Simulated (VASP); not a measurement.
# P (R-3m) in VASP: further runs

One crystal, P, is run at these levels: r2SCAN+D4; tasks: single point.

All numbers are computed with VASP 6.6.1; they aren't measurements. Logs are shortened: lines on timing, memory, paths and dates and some standing lists are left out, and cuts for length are marked.

## (1) The structure

Symmetry: R-3m, No. 166, trigonal system. The conventional cell has a = 3.332 Å, b = 3.332 Å, c = 9.065 Å, α = 90.00°, β = 90.00°, γ = 120.00°. P (site symmetry 3m) has 3 P at 2.21 Å as nearest neighbours.

This isn't the form of P at room conditions, which is orthorhombic.

## (2) Single point, r2SCAN+D4

The input, POSCAR:

```
P
1.0
    1.6661691682      0.9619634174      3.0216728172
   -1.6661691682      0.9619634174      3.0216728172
    0.0000000000     -1.9239268347      3.0216728172
P
2
Direct
    0.2270800000      0.2270800000      0.2270800000
    0.7729200000      0.7729200000      0.7729200000
```

The input, INCAR.step1:

```
SYSTEM = P
ALGO = Normal
EDIFF = 1E-4
ENCUT = 520
GGA = PE
ISMEAR = -1
LASPH = .TRUE.
LCHARG = .FALSE.
LREAL = .FALSE.
LWAVE = .TRUE.
NBANDS = 12
NELM = 100
PREC = Accurate
SIGMA = 0.05
```

The input, INCAR.step2:

```
SYSTEM = P
ALGO = Normal
EDIFF = 1E-6
ENCUT = 520
ISIF = 2
ISMEAR = -1
ISTART = 1
IVDW = 13
LASPH = .TRUE.
LCHARG = .TRUE.
LELF = .TRUE.
LMIXTAU = .TRUE.
LREAL = .FALSE.
LVHAR = .TRUE.
LWAVE = .FALSE.
METAGGA = R2SCAN
NBANDS = 12
NELM = 100
PREC = Accurate
SIGMA = 0.05
VDW_A1 = 0.51559235
VDW_A2 = 5.77342911
VDW_S6 = 1.0
VDW_S8 = 0.6018749
```

The input, KPOINTS:

```
k-points
0
G
  6 6 6
  0 0 0
```

Potentials or basis: VASP PAW PBE potentials, release 64 (P).

Command:

```console
$ cat potpaw_PBE.64/P/POTCAR > POTCAR
$ cp INCAR.step1 INCAR
$ mpirun -np 1 vasp_std > vasp.out
$ cp INCAR.step2 INCAR
$ mpirun -np 1 vasp_std > vasp.out
```

OUTCAR:

```text
SYSTEM = P
   EDIFF = 1E-6
   ENCUT = 520
   ISIF = 2
   ISMEAR = -1
   ISTART = 1
   IVDW = 13
   LASPH = .TRUE.
   LREAL = .FALSE.
   METAGGA = R2SCAN
   NELM = 100
   PREC = Accurate

 ion  position               nearest neighbor table
   1  0.227  0.227  0.227-   2 2.21   2 2.21   2 2.21   2 2.72   2 2.72   2 2.72
   2  0.773  0.773  0.773-   1 2.21   1 2.21   1 2.21   1 2.72   1 2.72   1 2.72

  LATTYP: Found a trigonal (rhomboedric) cell.
 ALAT       =     3.5821780983
 COS(alpha) =     0.5673128971

  Lattice vectors:

 A1 = (   1.6661691682,   0.9619634174,   3.0216728172)
 A2 = (  -1.6661691682,   0.9619634174,   3.0216728172)
 A3 = (   0.0000000000,  -1.9239268347,   3.0216728172)

Analysis of symmetry for initial positions (statically):
=====================================================================
 Subroutine PRICEL returns:
 Original cell was already a primitive cell.

 Routine SETGRP: Setting up the symmetry group for a
 trigonal (rhombohedral) supercell.

 Subroutine GETGRP returns: Found 12 space group operations
 (whereof 12 operations were pure point group operations)
 out of a pool of 12 trial point group operations.

The static configuration has the point symmetry D_3d.

Analysis of symmetry for dynamics (positions and initial velocities):
=====================================================================
 Subroutine PRICEL returns:
 Original cell was already a primitive cell.

 Routine SETGRP: Setting up the symmetry group for a
 trigonal (rhombohedral) supercell.

 Subroutine GETGRP returns: Found 12 space group operations
 (whereof 12 operations were pure point group operations)
 out of a pool of 12 trial point group operations.

The dynamic configuration has the point symmetry D_3d.

 Subroutine INISYM returns: Found 12 space group operations
 (whereof 12 operations are pure point group operations),
 and found     1 'primitive' translations

----------------------------------------------------------------------------------------

                                     Primitive cell

  volume of cell :      29.0587

  direct lattice vectors                    reciprocal lattice vectors
     1.666169168  0.961963417  3.021672817     0.300089576  0.173256762  0.110314171
    -1.666169168  0.961963417  3.021672817    -0.300089576  0.173256762  0.110314171
     0.000000000 -1.923926835  3.021672817     0.000000000 -0.346513524  0.110314171

  length of vectors
     3.582178098  3.582178098  3.582178259     0.363649386  0.363649386  0.363649334

  position of ions in fractional coordinates (direct lattice)
     0.227080000  0.227080000  0.227080000
     0.772920000  0.772920000  0.772920000

  ion indices of the primitive-cell ions
   primitive index   ion index
                 1           1
                 2           2

----------------------------------------------------------------------------------------

 KPOINTS: k-points

Automatic generation of k-mesh.
 Grid dimensions read from file:
 generate k-points for:    6    6    6

 Generating k-lattice:

  Cartesian coordinates                     Fractional coordinates (reciprocal lattice)
     0.050014929  0.028876127  0.018385695     0.166666667 -0.000000000 -0.000000000
    -0.050014929  0.028876127  0.018385695    -0.000000000  0.166666667 -0.000000000
     0.000000000 -0.057752254  0.018385695    -0.000000000 -0.000000000  0.166666667

  Length of vectors
     0.060608231  0.060608231  0.060608222

  Shift w.r.t. Gamma in fractional coordinates (k-lattice)
     0.000000000  0.000000000  0.000000000

 Subroutine IBZKPT returns following result:
 ===========================================

 Found     32 irreducible k-points:

 Following reciprocal coordinates:
            Coordinates               Weight
  0.000000  0.000000  0.000000      1.000000
  0.166667  0.000000  0.000000      6.000000
  0.333333  0.000000  0.000000      6.000000
  0.500000  0.000000  0.000000      3.000000
  0.166667  0.166667  0.000000      6.000000
  0.333333  0.166667  0.000000     12.000000
[... 16 lines left out ...]
  0.500000  0.500000  0.166667      6.000000
 -0.333333  0.500000  0.166667     12.000000
 [... further k-points ...]
   k-points           NKPTS =     32   k-points in BZ     NKDIM =     32   number of bands    NBANDS=     12
   number of dos      NEDOS =    301   number of ions     NIONS =      2
   total plane-waves  NPLWV =  21952
   dimension x,y,z NGX =    28 NGY =   28 NGZ =   28
   dimension x,y,z NGXF=    56 NGYF=   56 NGZF=   56
   ions per type =               2
   NGX,Y,Z   is equivalent  to a cutoff of  12.99, 12.99, 12.99 a.u.
   NGXF,Y,Z  is equivalent  to a cutoff of  25.99, 25.99, 25.99 a.u.
 SYSTEM =  P
   PREC   = accura    normal or accurate (medium, high low for compatibility)
   ISTART =      1    job   : 0-new  1-cont  2-samecut
   ICHARG =      0    charge: 1-file 2-atom 10-const
   ISPIN  =      1    spin polarized calculation?
   LNONCOLLINEAR =      F non collinear calculations
   LSORBIT =      F    spin-orbit coupling
   LASPH  =      T    aspherical Exc in radial PAW
   ENCUT  =  520.0 eV  38.22 Ry    6.18 a.u.   6.66  6.66  6.66*2*pi/ulx,y,z
   NELM   =    100;   NELMIN=  2; NELMDL=  0     # of ELM steps
   EDIFF  = 0.1E-05   stopping-criterion for ELM
   LREAL  =      F    real-space projection
[... 7 lines left out ...]
   TEBEG  =    0.0;   TEEND  =   0.0 temperature during run
   PSTRESS=    0.0 pullay stress
   NELECT =      10.0000    total number of electrons
   NUPDOWN=      -1.0000    fix difference up-down
   EMIN   =  10.00;   EMAX   =-10.00  energy-range for DOS
   EFERMI =   0.00;   METHOD = LEGACY
   ISMEAR =    -1;   SIGMA  =   0.05  broadening in eV -4-tet -1-fermi 0-gaus
   EFERMI_NEDOS =   21; number of points for ismear=-14 and -15
   IALGO  =     38    algorithm
   IMIX   =      4    mixing-type and parameters
     AMIX     =   0.40;   BMIX     =  1.00
     AMIX_MAG =   1.60;   BMIX_MAG =  1.00
  volume/ion in A,a.u.               =      14.53        98.05
  Fermi-wavevector in a.u.,A,eV,Ry     =   1.147227  2.167945 17.907035  1.316130
  Thomas-Fermi vector in A             =   2.283908
   LORBIT       =      0    0 simple, 1 ext, 2 COOP (PROOUT), +10 PAW based schemes
   METAGGA = R2SCAN    functional components
   LHFCALC =     F    Hartree Fock is set to
   AEXX    =    0.0000 exact exchange contribution
   IVDW    =    13    specifies the selected vdW correction
   LEPSILON=     F    determine dielectric tensor
   LRPA    =     F    only Hartree local field effects (RPA)
 non-spin polarized calculation
  energy-cutoff  :      520.00
  volume of cell :       29.06
 maximum number of plane-waves:       794
 NGX is ok and might be reduce to    28
   NGX = 13   NGY = 13   NGZ = 13

 number of electron      10.0000000 magnetization

 Free energy of the ion-electron system (eV)
  ---------------------------------------------------
  ext. energy  EPLUGINS =         0.00000000
  ---------------------------------------------------
  free energy    TOTEN  =       -17.68613080 eV

  energy without entropy =      -17.68095346  energy(sigma->0) =      -17.68354213

 E-fermi :  10.7086     XC(G=0): -11.8030

 val. band max:       10.6765849587   @ k =   0.5000   0.0000   0.0000
 cond. band min:      10.7173646711   @ k =   0.1667   0.1667   0.1667
 fundamental gap:      0.0407797124
 Fermi energy:        10.7085659851

 k-point     1 :       0.0000    0.0000    0.0000
  band No.  band energies     occupation
      1      -8.0236      2.00000
      2       6.7387      2.00000
      3       7.1403      2.00000
      4       7.1403      2.00000
      5       7.5967      2.00000
      6      12.1978      0.00000
      7      13.3722      0.00000
      8      13.3722      0.00000
      9      16.6913      0.00000
     10      16.6913      0.00000
     11      17.8626      0.00000
     12      17.8626      0.00000

 k-point     2 :       0.1667    0.0000    0.0000
  band No.  band energies     occupation
      1      -7.5090      2.00000
      2       3.9001      2.00000
      3       6.5315      2.00000
      4       6.7638      2.00000
      5       8.9354      2.00000
      6      12.5487      0.00000
      7      13.0553      0.00000
      8      13.5973      0.00000
      9      15.2712      0.00000
     10      15.9207      0.00000
     11      16.6383      0.00000
     12      21.2389      0.00000

 k-point     3 :       0.3333    0.0000    0.0000
  band No.  band energies     occupation
      1      -5.9923      2.00000
      2       0.0227      2.00000
      3       6.2151      2.00000
      4       6.4052      2.00000
      5       9.6114      2.00000
      6      11.1129      0.00061
      7      11.5154      0.00000
      8      11.8125      0.00000
      9      17.4299      0.00000
     10      18.8411      0.00000
     11      19.0656      0.00000
     12      25.6336      0.00000

 k-point     4 :       0.5000    0.0000    0.0000
  band No.  band energies     occupation
      1      -4.0232      2.00000
      2      -2.7975      2.00000
      3       6.0041      2.00000
      4       6.5167      2.00000
      5       9.4865      2.00000
      6      10.6766      1.30934
      7      10.8878      0.05395
      8      11.0076      0.00504
      9      19.7685      0.00000
     10      21.5127      0.00000
     11      23.2956      0.00000
     12      23.4088      0.00000

 k-point     5 :       0.1667    0.1667    0.0000
  band No.  band energies     occupation
      1      -7.3827      2.00000
      2       4.2637      2.00000
      3       5.3712      2.00000
      4       6.0886      2.00000
      5       9.3353      2.00000
      6      11.6266      0.00000
      7      13.1263      0.00000
      8      14.7745      0.00000
      9      15.7902      0.00000
     10      17.1129      0.00000
     11      17.8119      0.00000
     12      19.3888      0.00000
[... 228 lines left out ...]
      1      -3.4053      2.00000
      2      -1.7658      2.00000
      3       2.8935      2.00000
      4       3.0675      2.00000
      5       8.8099      2.00000
      6      11.5394      0.00000
      7      14.8668      0.00000
      8      16.3623      0.00000
      9      17.0811      0.00000
     10      19.2750      0.00000
     11      23.9517      0.00000
     12      24.5963      0.00000

 k-point    22 :      -0.1667    0.3333    0.1667
  band No.  band energies     occupation
      1      -4.6896      2.00000
      2      -0.3594      2.00000
      3       2.9881      2.00000
      4       4.8954      2.00000
      5       7.3783      2.00000
      6      12.0912      0.00000
      7      13.2547      0.00000
      8      15.2507      0.00000
      9      17.8719      0.00000
     10      20.5229      0.00000
     11      21.4873      0.00000
     12      23.9652      0.00000

 k-point    23 :       0.5000    0.5000    0.1667
  band No.  band energies     occupation
      1      -4.5170      2.00000
      2       0.2612      2.00000
      3       1.6396      2.00000
      4       4.6383      2.00000
      5       6.3524      2.00000
      6      11.5321      0.00000
      7      15.4678      0.00000
      8      18.4867      0.00000
      9      19.0603      0.00000
     10      22.0323      0.00000
     11      22.3233      0.00000
     12      22.7265      0.00000

 k-point    24 :      -0.3333    0.5000    0.1667
  band No.  band energies     occupation
      1      -3.2928      2.00000
      2      -0.9725      2.00000
      3       1.7061      2.00000
      4       2.8159      2.00000
      5       7.5091      2.00000
      6      12.7391      0.00000
      7      13.8371      0.00000
      8      18.2397      0.00000
      9      18.9487      0.00000
     10      20.3117      0.00000
     11      23.4299      0.00000
     12      24.6806      0.00000

 [... further k-points ...]

------------------------ aborting loop because EDIFF is reached ----------------------------------------

  DFT-D4 for vdW energy calculation

  Edisp (eV):   -0.37224

  FORCE on cell =-STRESS in cart. coord.  units (eV):
  Direction    XX          YY          ZZ          XY          YZ          ZX
  --------------------------------------------------------------------------------------
  -------------------------------------------------------------------------------------
  Total       2.04076     2.04077     1.21687     0.00000     0.00000    -0.00000
  in kB     112.51933   112.51938    67.09333     0.00000     0.00000    -0.00000
  external pressure =       97.38 kB  Pullay stress =        0.00 kB

 VOLUME and BASIS-vectors are now :
 -----------------------------------------------------------------------------
  energy-cutoff  :      520.00
  volume of cell :       29.06
      direct lattice vectors                 reciprocal lattice vectors
     1.666169168  0.961963417  3.021672817     0.300089576  0.173256762  0.110314171
    -1.666169168  0.961963417  3.021672817    -0.300089576  0.173256762  0.110314171
     0.000000000 -1.923926835  3.021672817     0.000000000 -0.346513524  0.110314171

 POSITION                                       TOTAL-FORCE (eV/Angst)
 -----------------------------------------------------------------------------------
      0.00000      0.00000      2.05848         0.000000      0.000000      0.411030
      0.00000      0.00000      7.00653         0.000000     -0.000000     -0.411030
 -----------------------------------------------------------------------------------
    total drift:                                0.000000      0.000000     -0.000000

  FREE ENERGIE OF THE ION-ELECTRON SYSTEM (eV)
  ---------------------------------------------------
  free  energy   TOTEN  =       -18.0583725131 eV

  energy  without entropy=      -18.0531951710  energy(sigma->0) =      -18.05578384
```

Run time: 20 s. Hardware: 1 thread of Intel Xeon 6975P-C (Granite Rapids), shared host; peak memory 0.15 GiB.

Results:

| Property | Result |
| --- | --- |
| Free energy | -18.0584 eV |
| Pressure | 9.7 GPa |
| Largest force | 0.411 eV/Å |
| Band gap on the k mesh | none (metal or under the smearing width) |
| Dispersion energy per atom | -0.186 eV |

Forces on the atoms (eV/Å):
```
P    0.000  0.000  0.411
P    0.000  0.000 -0.411
```

Stress tensor (GPa, compression positive):
```
11.25  0.00  0.00
 0.00 11.25  0.00
 0.00  0.00  6.71
```

Levels at points of the mesh, in eV from the Fermi level:
| k point | band 2 | band 3 | band 4 | band 5 | band 6 | band 7 | band 8 | band 9 |
| --- | --- | --- | --- | --- | --- | --- | --- | --- |
| (0.00, 0.00, 0.00) | -3.97 | -3.57 | -3.57 | -3.11 | 1.49 | 2.66 | 2.66 | 5.98 |
| (0.50, 0.00, 0.00) | -13.51 | -4.70 | -4.19 | -1.22 | -0.03 | 0.18 | 0.30 | 9.06 |
| (0.50, 0.50, 0.00) | -11.44 | -7.65 | -6.57 | -6.53 | -0.51 | 7.14 | 8.62 | 9.20 |
| (0.50, 0.50, 0.50) | -12.51 | -3.52 | -3.52 | -0.52 | -0.52 | 0.69 | 2.83 | 9.71 |

Caveat: the k mesh is coarse (spacing up to 0.38 Å⁻¹), so the values aren't converged; the PAW data sets were made with another functional, which shifts forces and pressure a little; pairwise dispersion overbinds metals, which lowers pressure and volume.

## (3) Single point, r2SCAN+D4

This run uses another cell than the first one, of 16.14 Å³/atom, 1.111 times its volume.

The input, POSCAR:

```
P
1.0
    1.7257250000      0.9963480000      3.1296800000
   -1.7257250000      0.9963480000      3.1296800000
    0.0000000000     -1.9926960000      3.1296800000
P
2
Direct
    0.2270800000      0.2270800000      0.2270800000
    0.7729200000      0.7729200000      0.7729200000
```

The input, INCAR.step1:

```
ALGO = Normal
EDIFF = 1E-4
ENCUT = 520
GGA = PE
ISMEAR = -1
LASPH = T
LCHARG = F
LREAL = F
LWAVE = T
NBANDS = 12
NELM = 100
PREC = Accurate
SIGMA = 0.05
```

The input, INCAR.step2:

```
ALGO = Normal
EDIFF = 1E-6
ENCUT = 520
ISIF = 2
ISMEAR = -1
ISTART = 1
IVDW = 13
LASPH = T
LCHARG = F
LMIXTAU = T
LREAL = F
LWAVE = F
METAGGA = R2SCAN
NBANDS = 12
NELM = 100
PREC = Accurate
SIGMA = 0.05
VDW_A1 = 0.51559235
VDW_A2 = 5.77342911
VDW_S6 = 1.0
VDW_S8 = 0.6018749
```

The input, KPOINTS:

```
k-points
0
Gamma
  6 6 6
```

Potentials or basis: VASP PAW PBE potentials, release 64 (P).

Command:

```console
$ cat potpaw_PBE.64/P/POTCAR > POTCAR
$ cp INCAR.step1 INCAR
$ mpirun -np 1 vasp_std > vasp.out
$ cp INCAR.step2 INCAR
$ mpirun -np 1 vasp_std > vasp.out
```

Run time: 20 s. Hardware: 1 thread of Intel Xeon 6975P-C (Granite Rapids), shared host; peak memory 0.15 GiB.

It converged, with:

* Free energy: -18.1344 eV
* Pressure: -1.6 GPa
* Largest force: 0.254 eV/Å
* Band gap on the k mesh: none (metal or under the smearing width)
* Dispersion energy per atom: -0.170 eV

Forces on the atoms (eV/Å):
```
P    0.000  0.000 -0.254
P    0.000  0.000  0.254
```

Levels at points of the mesh, in eV from the Fermi level:
```tsv
k point	band 1	band 2	band 3	band 4	band 5	band 6	band 7	band 8	band 9	band 10
(0.00, 0.00, 0.00)	-17.68	-3.94	-3.71	-3.45	-3.45	1.25	2.53	2.53	5.87	5.87
(0.50, 0.00, 0.00)	-14.06	-12.83	-4.43	-3.93	-1.07	-0.30	0.05	0.27	8.89	10.29
(0.50, 0.50, 0.00)	-13.81	-10.86	-7.43	-6.06	-6.02	-0.01	6.21	7.70	8.63	9.10
(0.50, 0.50, 0.50)	-15.64	-11.75	-3.34	-3.34	-0.44	-0.44	0.09	2.22	9.20	9.58
```

Caveat: the k mesh is coarse (spacing up to 0.37 Å⁻¹), so the values aren't converged; the PAW data sets were made with another functional, which shifts forces and pressure a little; pairwise dispersion overbinds metals, which lowers pressure and volume.
